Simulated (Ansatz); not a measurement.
Start from Li2O in the anti-fluorite structure (space group Fm-3m, No. 225; a = 4.5727 Å). Axes: x, y, z lie along the cube axes.

The values are results of r2SCAN, PAW, 500 eV (Ansatz, a quantum-chemistry and plane-wave program; no SOC), not measurements.

A first run, uniaxial strain ε_xx = +0.46 %, gives secant values C11 ≈ 220 GPa and C12 ≈ 21 GPa from its stress. A second run applies isotropic strain −1.39 %.

What does linear elasticity predict for the bulk modulus −ΔP/(ΔV/V₀) in the second run, and what does the run give?

Linear elasticity: (C11 + 2 C12)/3 = 87 GPa. The run gives 97 GPa; any difference comes from nonlinear terms at these strains and numerical noise.

No phonon test of stability was made.
